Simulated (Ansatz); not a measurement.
Geometry optimisation, Ansatz, DFT PBE-D3(BJ), scalar-relativistic, plane waves, PAW.

Input:

```yaml
crystal:
  lattice:
    - [8.262149, 0.0, 0.0]
    - [0.0, 8.262149, 0.0]
    - [0.0, 0.0, 8.262149]
  atoms:
    - { symbol: O, position: [0.0419524, 0.9502885, 0.2017405], spin: 1.0 }
    - { symbol: O, position: [0.0069237, 0.9518266, 0.0550703], spin: 1.0 }
    - { symbol: O, position: [0.8572403, 0.2409481, 0.6473666], spin: 1.0 }
    - { symbol: O, position: [0.859183, 0.0967917, 0.6916009], spin: 1.0 }
    - { symbol: O, position: [0.5645789, 0.9759321, 0.5124667], spin: 1.0 }
    - { symbol: O, position: [0.6762123, 0.9079389, 0.4372575], spin: 1.0 }
    - { symbol: O, position: [0.2069168, 0.5661235, 0.6951493], spin: 1.0 }
    - { symbol: O, position: [0.2395987, 0.5608563, 0.5480247], spin: 1.0 }
    - { symbol: O, position: [0.8425809, 0.6637493, 0.3965735], spin: 1.0 }
    - { symbol: O, position: [0.8013592, 0.5218692, 0.3663688], spin: 1.0 }
    - { symbol: O, position: [0.3814936, 0.6184729, 0.3011422], spin: 1.0 }
    - { symbol: O, position: [0.42095, 0.6646986, 0.1631281], spin: 1.0 }
    - { symbol: O, position: [0.6078111, 0.310996, 0.250529], spin: 1.0 }
    - { symbol: O, position: [0.6871505, 0.2989361, 0.1228523], spin: 1.0 }
    - { symbol: O, position: [0.1968615, 0.3384502, 0.9276798], spin: 1.0 }
    - { symbol: O, position: [0.1254388, 0.21194, 0.8872389], spin: 1.0 }
    - { symbol: O, position: [0.0516039, 0.5679813, 0.135944], spin: 1.0 }
    - { symbol: O, position: [0.0269368, 0.5702436, -0.0128106], spin: 1.0 }
    - { symbol: O, position: [0.6438674, 0.0315682, 0.0268189], spin: 1.0 }
    - { symbol: O, position: [0.5113128, 0.0998098, 0.0041497], spin: 1.0 }
    - { symbol: O, position: [0.2555254, 0.0109589, 0.4505368], spin: 1.0 }
    - { symbol: O, position: [0.3328589, 0.0127164, 0.3210843], spin: 1.0 }
    - { symbol: O, position: [0.6068578, 0.7426969, 0.9464073], spin: 1.0 }
    - { symbol: O, position: [0.4861885, 0.6963725, 0.8687253], spin: 1.0 }
magnetization:
  spin_polarized: true
basis:
  ecutwfc: 420.0
kpoints:
  mp_grid: { grid: [1, 1, 1] }
hamiltonian:
  xc: pbe
  dispersion: d3bj
scf:
  occupations: { method: fermi_dirac, width: 0.05 }
  lower_state_search: "off"
relax:
  f_tol: 0.3
  max_steps: 15
  adjacent_minimum: "off"
output:
  write_density: true
  write_potential: true
  elf: true
  volumetric_format: npy
```

Launched with:

```bash
$ ansatz run input.yaml --threads 2 --pin off --max-ram 5120MiB --backend cpu --events-out ev --progress --plain --runs-dir out
```

Problem. Where does it end, and by what steps?

Solution. It did not converge within its limit. The force dipped under the threshold on the way, but the program's further checks kept it going. Limits of this set-up: coarse k mesh. After 15 steps the energy has fallen by 1.847 eV; O23 moved furthest, 1.54 Å.

```json
{"step": "0", "energy less start (eV)": "0.0000", "largest force component (eV/Å)": "2.181", "accepted": "yes"}
{"step": "1", "energy less start (eV)": "-0.8662", "largest force component (eV/Å)": "1.418", "accepted": "yes"}
{"step": "2", "energy less start (eV)": "-1.2196", "largest force component (eV/Å)": "1.261", "accepted": "yes"}
{"step": "3", "energy less start (eV)": "-1.4369", "largest force component (eV/Å)": "0.965", "accepted": "yes"}
{"step": "4", "energy less start (eV)": "-1.5255", "largest force component (eV/Å)": "1.885", "accepted": "yes"}
{"step": "5", "energy less start (eV)": "-1.6707", "largest force component (eV/Å)": "0.868", "accepted": "yes"}
{"step": "6", "energy less start (eV)": "-1.7451", "largest force component (eV/Å)": "0.314", "accepted": "yes"}
{"step": "7", "energy less start (eV)": "-1.7962", "largest force component (eV/Å)": "0.115", "accepted": "yes"}
{"step": "8", "energy less start (eV)": "-1.7289", "largest force component (eV/Å)": "2.235", "accepted": "no"}
{"step": "9", "energy less start (eV)": "-1.8112", "largest force component (eV/Å)": "0.479", "accepted": "yes"}
{"step": "10", "energy less start (eV)": "-1.8163", "largest force component (eV/Å)": "0.646", "accepted": "yes"}
{"step": "11", "energy less start (eV)": "-1.8387", "largest force component (eV/Å)": "0.023", "accepted": "yes"}
{"step": "12", "energy less start (eV)": "-1.8387", "largest force component (eV/Å)": "0.022", "accepted": "yes"}
{"step": "13", "energy less start (eV)": "-1.7744", "largest force component (eV/Å)": "2.342", "accepted": "no"}
{"step": "14", "energy less start (eV)": "-1.8394", "largest force component (eV/Å)": "0.737", "accepted": "yes"}
{"step": "15", "energy less start (eV)": "-1.8469", "largest force component (eV/Å)": "0.422", "accepted": "yes"}
```

```xyz
24
Lattice="8.2621 0.0000 0.0000 0.0000 8.2621 0.0000 0.0000 0.0000 8.2621" Properties=species:S:1:pos:R:3
O -0.292 8.131 1.354
O 0.305 7.517 0.479
O 7.079 2.208 5.641
O 7.325 1.106 6.097
O 4.784 7.980 4.571
O 5.385 8.159 3.527
O 1.610 4.885 5.332
O 1.696 3.878 4.650
O 7.254 5.603 3.801
O 6.323 4.842 3.606
O 3.068 5.971 2.479
O 3.391 5.501 1.395
O 4.802 2.615 1.937
O 5.543 2.924 1.022
O 2.697 2.660 7.637
O 1.779 1.860 7.559
O 0.324 4.295 1.208
O -0.026 4.380 0.044
O 5.156 -0.175 0.085
O 4.084 -0.209 -0.493
O 1.560 0.573 3.989
O 2.185 1.032 3.049
O 5.655 5.225 6.754
O 4.501 4.981 6.446
```

Run time: 25 s on 2 threads of AMD EPYC 9R45 96-Core Processor (Zen 5), with other jobs on the host, peak memory 0.73 GiB.
